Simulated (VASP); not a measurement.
# MgO in VASP: further runs

One slab, MgO, is run at these levels: PBEsol; tasks: single point, relaxation of the atoms.

Program: VASP 6.6.1. These are calculated values, not measurements. Logs are shortened: lines on timing, memory, paths and dates and some standing lists are left out, and cuts for length are marked.

### 1 The slab as given

The cell holds a slab with vacuum, 14 atoms: a = 2.975 Å, b = 2.975 Å, c = 27.624 Å, α = 90.00°, β = 90.00°, γ = 90.00°.

### 2 Single point, PBEsol

Contents of INCAR:

```
SYSTEM = MgO
  PREC = Accurate
  ENCUT = 520
  EDIFF = 1E-7
  ISMEAR = 0
  SIGMA = 0.03
  LREAL = .FALSE.
  LASPH = .TRUE.
  NELM = 80
  ALGO = Normal
  ISIF = 2
  LWAVE = .FALSE.
  LCHARG = .FALSE.
  LDIPOL = .TRUE.
  IDIPOL = 3
  DIPOL = 0.5 0.5 0.500
  GGA = PS
  NBANDS = 41
  LVHAR = .TRUE.
  LVACPOTAV = .TRUE.
  ICORELEVEL = 1
  KPAR = 4
```

Contents of KPOINTS:

```
Automatic mesh
0
G
  9 9 1
  0 0 0
```

Contents of POSCAR:

```
MgO
1.0
    2.9753964400      0.0000000000      0.0000000000
    0.0000000000      2.9753964400      0.0000000000
    0.0000000000      0.0000000000     27.6235380000
Mg O
7 7
Direct
    0.5000000000      0.5000000000      0.2715075800
    0.0000000000      0.0000000000      0.3476717200
    0.5000000000      0.5000000000      0.4238358600
    0.0000000000      0.0000000000      0.5000000000
    0.5000000000      0.5000000000      0.5761641400
    0.0000000000      0.0000000000      0.6523282800
    0.5000000000      0.5000000000      0.7284924200
    0.0000000000      0.0000000000      0.2715075800
    0.5000000000      0.5000000000      0.3476717200
    0.0000000000      0.0000000000      0.4238358600
    0.5000000000      0.5000000000      0.5000000000
    0.0000000000      0.0000000000      0.5761641400
    0.5000000000      0.5000000000      0.6523282800
    0.0000000000      0.0000000000      0.7284924200
```

Potentials or basis: VASP PAW PBE potentials, release 64 (Mg, O).

Launch:

```sh
$ cat potpaw_PBE.64/Mg/POTCAR potpaw_PBE.64/O/POTCAR > POTCAR
$ mpirun -np 4 vasp_std > vasp.out
```

OUTCAR:

```text
SYSTEM = MgO
   PREC = Accurate
   ENCUT = 520
   EDIFF = 1E-7
   ISMEAR = 0
   LREAL = .FALSE.
   LASPH = .TRUE.
   NELM = 80
   ISIF = 2
   GGA = PS

 ion  position               nearest neighbor table
   1  0.500  0.500  0.272-   8 2.10   8 2.10   8 2.10   8 2.10   9 2.10   2 2.98   2 2.98   2 2.98
                             2 2.98
   2  0.000  0.000  0.348-   9 2.10   9 2.10   9 2.10   9 2.10  10 2.10   8 2.10   3 2.98   3 2.98
                             3 2.98   3 2.98   1 2.98   1 2.98   1 2.98   1 2.98
   3  0.500  0.500  0.424-  10 2.10  10 2.10  10 2.10  10 2.10   9 2.10  11 2.10   2 2.98   2 2.98
                             2 2.98   2 2.98   4 2.98   4 2.98   4 2.98   4 2.98
   4  0.000  0.000  0.500-  11 2.10  11 2.10  11 2.10  11 2.10  12 2.10  10 2.10   5 2.98   5 2.98
                             3 2.98   5 2.98   3 2.98   3 2.98   5 2.98   3 2.98
   5  0.500  0.500  0.576-  12 2.10  12 2.10  12 2.10  12 2.10  13 2.10  11 2.10   6 2.98   6 2.98
                             6 2.98   6 2.98   4 2.98   4 2.98   4 2.98   4 2.98
   6  0.000  0.000  0.652-  13 2.10  13 2.10  13 2.10  13 2.10  12 2.10  14 2.10   5 2.98   5 2.98
                             5 2.98   5 2.98   7 2.98   7 2.98   7 2.98   7 2.98
   7  0.500  0.500  0.728-  14 2.10  14 2.10  14 2.10  14 2.10  13 2.10   6 2.98   6 2.98   6 2.98
                             6 2.98
   8  0.000  0.000  0.272-   1 2.10   1 2.10   1 2.10   1 2.10   2 2.10
   9  0.500  0.500  0.348-   2 2.10   2 2.10   2 2.10   2 2.10   3 2.10   1 2.10
  10  0.000  0.000  0.424-   3 2.10   3 2.10   3 2.10   3 2.10   2 2.10   4 2.10
  11  0.500  0.500  0.500-   4 2.10   4 2.10   4 2.10   4 2.10   5 2.10   3 2.10
  12  0.000  0.000  0.576-   5 2.10   5 2.10   5 2.10   5 2.10   6 2.10   4 2.10
  13  0.500  0.500  0.652-   6 2.10   6 2.10   6 2.10   6 2.10   5 2.10   7 2.10
  14  0.000  0.000  0.728-   7 2.10   7 2.10   7 2.10   7 2.10   6 2.10

  LATTYP: Found a simple tetragonal cell.
 ALAT       =     2.9753964400
 C/A-ratio  =     9.2839856997

  Lattice vectors:

 A1 = (   2.9753964400,   0.0000000000,   0.0000000000)
 A2 = (   0.0000000000,   2.9753964400,   0.0000000000)
 A3 = (   0.0000000000,   0.0000000000,  27.6235380000)

Analysis of symmetry for initial positions (statically):
=====================================================================
 Subroutine PRICEL returns:
 Original cell was already a primitive cell.

 Routine SETGRP: Setting up the symmetry group for a
 simple tetragonal supercell.

 Subroutine GETGRP returns: Found 16 space group operations
 (whereof 16 operations were pure point group operations)
 out of a pool of 16 trial point group operations.

The static configuration has the point symmetry D_4h.

Analysis of symmetry for dynamics (positions and initial velocities):
=====================================================================
 Subroutine PRICEL returns:
 Original cell was already a primitive cell.

 Routine SETGRP: Setting up the symmetry group for a
 simple tetragonal supercell.

 Subroutine GETGRP returns: Found 16 space group operations
 (whereof 16 operations were pure point group operations)
 out of a pool of 16 trial point group operations.

The dynamic configuration has the point symmetry D_4h.

 Subroutine INISYM returns: Found 16 space group operations
 (whereof 16 operations are pure point group operations),
 and found     1 'primitive' translations

----------------------------------------------------------------------------------------

                                     Primitive cell

  volume of cell :     244.5507

  direct lattice vectors                    reciprocal lattice vectors
     2.975396440  0.000000000  0.000000000     0.336089667  0.000000000  0.000000000
     0.000000000  2.975396440  0.000000000     0.000000000  0.336089667  0.000000000
     0.000000000  0.000000000 27.623538000     0.000000000  0.000000000  0.036201011

  length of vectors
     2.975396440  2.975396440 27.623538000     0.336089667  0.336089667  0.036201011

  position of ions in fractional coordinates (direct lattice)
     0.500000000  0.500000000  0.271507580
     0.000000000  0.000000000  0.347671720
     0.500000000  0.500000000  0.423835860
     0.000000000  0.000000000  0.500000000
     0.500000000  0.500000000  0.576164140
     0.000000000  0.000000000  0.652328280
     0.500000000  0.500000000  0.728492420
     0.000000000  0.000000000  0.271507580
     0.500000000  0.500000000  0.347671720
     0.000000000  0.000000000  0.423835860
     0.500000000  0.500000000  0.500000000
     0.000000000  0.000000000  0.576164140
[... 66 lines left out ...]
   dimension x,y,z NGX =    24 NGY =   24 NGZ =  210
   dimension x,y,z NGXF=    48 NGYF=   48 NGZF=  420
   ions per type =               7   7
   NGX,Y,Z   is equivalent  to a cutoff of  13.41, 13.41, 12.64 a.u.
   NGXF,Y,Z  is equivalent  to a cutoff of  26.82, 26.82, 25.28 a.u.
 SYSTEM =  MgO
   PREC   = accura    normal or accurate (medium, high low for compatibility)
   ISTART =      0    job   : 0-new  1-cont  2-samecut
   ICHARG =      2    charge: 1-file 2-atom 10-const
   ISPIN  =      1    spin polarized calculation?
   LNONCOLLINEAR =      F non collinear calculations
   LSORBIT =      F    spin-orbit coupling
   LASPH  =      T    aspherical Exc in radial PAW
   ENCUT  =  520.0 eV  38.22 Ry    6.18 a.u.   5.53  5.53 51.36*2*pi/ulx,y,z
   NELM   =     80;   NELMIN=  2; NELMDL= -5     # of ELM steps
   EDIFF  = 0.1E-06   stopping-criterion for ELM
   LREAL  =      F    real-space projection
   EDIFFG = 0.1E-05   stopping-criterion for IOM
   NSW    =      0    number of steps for IOM
   IBRION =     -1    ionic relax: 0-MD 1-quasi-New 2-CG
   NFREE  =      0    steps in history (QN), initial steepest desc. (CG)
   ISIF   =      2    stress and relaxation
   ISYM   =      2    0-nonsym 1-usesym 2-fastsym
   POTIM  = 0.5000    time-step for ionic-motion
   TEBEG  =    0.0;   TEEND  =   0.0 temperature during run
   PSTRESS=    0.0 pullay stress
   NELECT =      56.0000    total number of electrons
   NUPDOWN=      -1.0000    fix difference up-down
   EMIN   =  10.00;   EMAX   =-10.00  energy-range for DOS
   EFERMI =   0.00;   METHOD = LEGACY
   ISMEAR =     0;   SIGMA  =   0.03  broadening in eV -4-tet -1-fermi 0-gaus
   EFERMI_NEDOS =   21; number of points for ismear=-14 and -15
   IALGO  =     38    algorithm
   IMIX   =      4    mixing-type and parameters
     AMIX     =   0.40;   BMIX     =  1.00
     AMIX_MAG =   1.60;   BMIX_MAG =  1.00
  volume/ion in A,a.u.               =      17.47       117.88
  Fermi-wavevector in a.u.,A,eV,Ry     =   1.001570  1.892692 13.648574  1.003142
  Thomas-Fermi vector in A             =   2.134000
   LORBIT       =      0    0 simple, 1 ext, 2 COOP (PROOUT), +10 PAW based schemes
   GGA     = PS    functional components
   LHFCALC =     F    Hartree Fock is set to
   AEXX    =    0.0000 exact exchange contribution
   IVDW    =     0    specifies the selected vdW correction
   LEPSILON=     F    determine dielectric tensor
   LRPA    =     F    only Hartree local field effects (RPA)
 non-spin polarized calculation
 Gauss-broadening in eV      SIGMA  =   0.03
  energy-cutoff  :      520.00
  volume of cell :      244.55
 maximum number of plane-waves:      6633
 NGX is ok and might be reduce to    24
   NGX = 11   NGY = 11   NGZ =103

 dipolmoment           0.000000      0.000000      0.000000 electrons x Angstroem

 number of electron      55.9999966 magnetization

 dipolmoment           0.000000      0.000000     -0.000000 electrons x Angstroem

 Free energy of the ion-electron system (eV)
  ---------------------------------------------------
  ext. energy  EPLUGINS =         0.00000000
  ---------------------------------------------------
  free energy    TOTEN  =       -86.43454298 eV

  energy without entropy =      -86.43454298  energy(sigma->0) =      -86.43454298

 the core state eigenenergies are
   1-  1s  -1253.0396  2s    -73.3713  2p    -40.1272
   2-  1s  -1252.2007  2s    -72.6833  2p    -39.4376
   3-  1s  -1252.2506  2s    -72.7245  2p    -39.4789
   4-  1s  -1252.2501  2s    -72.7243  2p    -39.4787
   5-  1s  -1252.2506  2s    -72.7245  2p    -39.4789
   6-  1s  -1252.2007  2s    -72.6833  2p    -39.4376
   7-  1s  -1253.0396  2s    -73.3713  2p    -40.1272
   8-  1s   -504.1814
   9-  1s   -504.0830
  10-  1s   -504.0839
  11-  1s   -504.0843
  12-  1s   -504.0839
  13-  1s   -504.0830
  14-  1s   -504.1814

 E-fermi :  -0.4187     XC(G=0):  -6.5768

 val. band max:       -0.6070422535   @ k =   0.0000   0.0000   0.0000
 cond. band min:       2.8046430963   @ k =   0.0000   0.0000   0.0000
 fundamental gap:      3.4116853498
 Fermi energy:        -0.4187043070

 k-point     1 :       0.0000    0.0000    0.0000
  band No.  band energies     occupation
      1     -17.7188      2.00000
      2     -17.5204      2.00000
      3     -17.2279      2.00000
      4     -16.8899      2.00000
      5     -16.5697      2.00000
      6     -16.3336      2.00000
[... 634 lines left out ...]
     39      10.0604      0.00000
     40      10.2954      0.00000
 [bands above 40 left out]

------------------------ aborting loop because EDIFF is reached ----------------------------------------

  FORCE on cell =-STRESS in cart. coord.  units (eV):
  Direction    XX          YY          ZZ          XY          YZ          ZX
  --------------------------------------------------------------------------------------
  -------------------------------------------------------------------------------------
  Total       -3.5821695     -3.5821695      0.1701576      0.0000000      0.0000000      0.0000000
  in kB      -23.4686297    -23.4686297      1.1147897      0.0000000      0.0000000      0.0000000
  external PRESSURE =     -15.2741566 kB  Pullay stress =       0.0000000 kB

 VOLUME and BASIS-vectors are now :
 -----------------------------------------------------------------------------
  energy-cutoff  :      520.00
  volume of cell :      244.55
      direct lattice vectors                 reciprocal lattice vectors
     2.975396440  0.000000000  0.000000000     0.336089667  0.000000000  0.000000000
     0.000000000  2.975396440  0.000000000     0.000000000  0.336089667  0.000000000
     0.000000000  0.000000000 27.623538000     0.000000000  0.000000000  0.036201011

 POSITION                                       TOTAL-FORCE (eV/Angst)
 -----------------------------------------------------------------------------------
      1.48770      1.48770      7.50000         0.000000      0.000000      0.429331
      0.00000      0.00000      9.60392         0.000000     -0.000000      0.005052
      1.48770      1.48770     11.70785        -0.000000     -0.000000     -0.001506
      0.00000      0.00000     13.81177         0.000000     -0.000000      0.000000
      1.48770      1.48770     15.91569         0.000000     -0.000000      0.001506
      0.00000      0.00000     18.01962        -0.000000      0.000000     -0.005052
      1.48770      1.48770     20.12354        -0.000000      0.000000     -0.429331
      0.00000      0.00000      7.50000         0.000000     -0.000000     -0.462802
      1.48770      1.48770      9.60392         0.000000      0.000000      0.002828
      0.00000      0.00000     11.70785         0.000000     -0.000000      0.002998
      1.48770      1.48770     13.81177         0.000000     -0.000000      0.000000
      0.00000      0.00000     15.91569        -0.000000      0.000000     -0.002998
      1.48770      1.48770     18.01962        -0.000000     -0.000000     -0.002828
      0.00000      0.00000     20.12354         0.000000      0.000000      0.462802
 -----------------------------------------------------------------------------------
    total drift:                                0.000000      0.000000     -0.000000

  FREE ENERGIE OF THE ION-ELECTRON SYSTEM (eV)
  ---------------------------------------------------
  free  energy   TOTEN  =       -86.4345429849 eV

  energy  without entropy=      -86.4345429849  energy(sigma->0) =      -86.43454298

 vacuum level on the upper side and lower side of the slab         4.250         4.250
```

Wall time 79 s (4 MPI ranks of Intel Xeon Platinum 8488C (Sapphire Rapids), shared host); peak memory 0.38 GiB.

What came out:

| Item | Value |
| --- | --- |
| Free energy | -86.4345 eV |
| Largest force | 0.463 eV/Å |
| Band gap on the k mesh | 3.41 eV, direct |
| Ionisation potential of the upper face | 4.86 eV |

Forces on the atoms (eV/Å):
```
Mg   0.000  0.000  0.429
Mg   0.000  0.000  0.005
Mg   0.000  0.000 -0.002
Mg   0.000  0.000  0.000
Mg   0.000  0.000  0.002
Mg   0.000  0.000 -0.005
Mg   0.000  0.000 -0.429
O    0.000  0.000 -0.463
O    0.000  0.000  0.003
O    0.000  0.000  0.003
O    0.000  0.000  0.000
O    0.000  0.000 -0.003
O    0.000  0.000 -0.003
O    0.000  0.000  0.463
```

Core levels (eV, on the scale of the bands):
| atom | levels |
| --- | --- |
| 1 Mg | 1s -1253.0, 2s -73.4, 2p -40.1 |
| 2 Mg | 1s -1252.2, 2s -72.7, 2p -39.4 |
| 3 Mg | 1s -1252.3, 2s -72.7, 2p -39.5 |
| 4 Mg | 1s -1252.3, 2s -72.7, 2p -39.5 |
| 5 Mg | 1s -1252.3, 2s -72.7, 2p -39.5 |
| 6 Mg | 1s -1252.2, 2s -72.7, 2p -39.4 |

Caveat: the PAW data sets were made with another functional, which shifts forces and pressure a little.

(Continued in part 2 of 2.)
